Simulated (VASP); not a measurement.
Set up this calculation in VASP 6.6.1, as the native input.

| Quantity | Value |
| --- | --- |
| Task | evGW0 quasiparticle levels |
| Functional | PBE |
| Potentials or basis | VASP PAW PBE potentials, release 64 (Zn_GW, Se_GW) |
| Cutoff | 500 eV |
| k mesh | 4 × 4 × 4 |
| Occupations | gaussian, width 0.01 eV |
| Spin | no spin polarisation |
| GW scheme | evGW0 |
| GW iterations | 4 |
| Cutoff of the response function | 150 |
| Frequency points | 48 |
| Empty bands | 170 |
| Further INCAR settings | ALGO = EVGW0; EDIFF = 1e-08; NBANDS = 179 |

The system is ZnSe (Stilleite).

```
Zn Se
1.0
     0.00000    2.82066    2.82066
     2.82066    0.00000    2.82066
     2.82066    2.82066    0.00000
Zn Se
1 1
Cartesian
  0.0000 0.0000 0.0000
  1.4103 1.4103 1.4103
```

One way to write it, as run:

POSCAR

```
ZnSe                                    
1.0
    0.0000000000      2.8206646089      2.8206646089
    2.8206646089      0.0000000000      2.8206646089
    2.8206646089      2.8206646089      0.0000000000
  Zn              Se            
     1     1
Direct
     0.0000000000000000    0.0000000000000000    0.0000000000000000
     0.2500000000000000    0.2500000000000000    0.2500000000000000
```

INCAR.step1

```
PREC     = Accurate       # precision mode
ENCUT    = 500            # plane-wave cutoff, eV
EDIFF    = 1E-8           # SCF threshold, eV
ISMEAR   = 0              # smearing method
SIGMA    = 0.01           # smearing width, eV
LREAL    = F              # projectors in reciprocal space
LASPH    = T              # aspherical terms in the spheres
NELM     = 80             # most SCF steps
ALGO     = Normal         # electronic algorithm
LWAVE    = T              # write WAVECAR
LCHARG   = F              # write CHGCAR
GGA      = PE             # functional
KPAR     = 4
```

INCAR.step2

```
PREC     = Accurate       # precision mode
ENCUT    = 500            # plane-wave cutoff, eV
EDIFF    = 1E-8           # SCF threshold, eV
ISMEAR   = 0              # smearing method
SIGMA    = 0.01           # smearing width, eV
LREAL    = F              # projectors in reciprocal space
LASPH    = T              # aspherical terms in the spheres
NELM     = 1              # most SCF steps
ALGO     = Exact          # electronic algorithm
LWAVE    = T              # write WAVECAR
LCHARG   = F              # write CHGCAR
GGA      = PE             # functional
KPAR     = 4            
NBANDS   = 179            # bands
LOPTICS  = T              # frequency-dependent dielectric function
ISTART   = 1
```

INCAR.step3

```
PREC     = Accurate       # precision mode
ENCUT    = 500            # plane-wave cutoff, eV
EDIFF    = 1E-8           # SCF threshold, eV
ISMEAR   = 0              # smearing method
SIGMA    = 0.01           # smearing width, eV
LREAL    = F              # projectors in reciprocal space
LASPH    = T              # aspherical terms in the spheres
ALGO     = EVGW0          # electronic algorithm
LWAVE    = F              # write WAVECAR
LCHARG   = F              # write CHGCAR
GGA      = PE             # functional
KPAR     = 4            
NELMGW   = 4            
NBANDS   = 179            # bands
ENCUTGW  = 150            # cutoff of the response function
NOMEGA   = 48             # frequency points
PRECFOCK = Fast         
ISTART   = 1            
NBANDSGW = 17
```

KPOINTS

```
Automatic mesh
0
Gamma
  4 4 4
```

Potentials or basis: VASP PAW PBE potentials, release 64 (Zn_GW, Se_GW).

Run with:

```bash
$ cat potpaw_PBE.64/Zn_GW/POTCAR potpaw_PBE.64/Se_GW/POTCAR > POTCAR
$ cp INCAR.step1 INCAR
$ mpirun -np 4 vasp_std > vasp.out
$ cp INCAR.step2 INCAR
$ mpirun -np 4 vasp_std > vasp.out
$ cp INCAR.step3 INCAR
$ mpirun -np 4 vasp_std > vasp.out
```

Results of the run:

```yaml
Band_gap_on_the_k_mesh_mean-field_level: 1.32 eV, direct
Quasiparticle_gap: 2.70 eV
Least_direct_quasiparticle_gap: 2.70 eV
```

Caveat: the k mesh is coarse (spacing up to 0.48 Å⁻¹), so the values aren't converged; bands, screening cutoff and mesh are small and nothing is extrapolated, so the quasiparticle values aren't converged.

Wall time 2.3 min on 4 MPI ranks on Intel(R) Xeon(R) 6975P-C (Granite Rapids), with other jobs on the host, peak memory 0.42 GiB a rank.
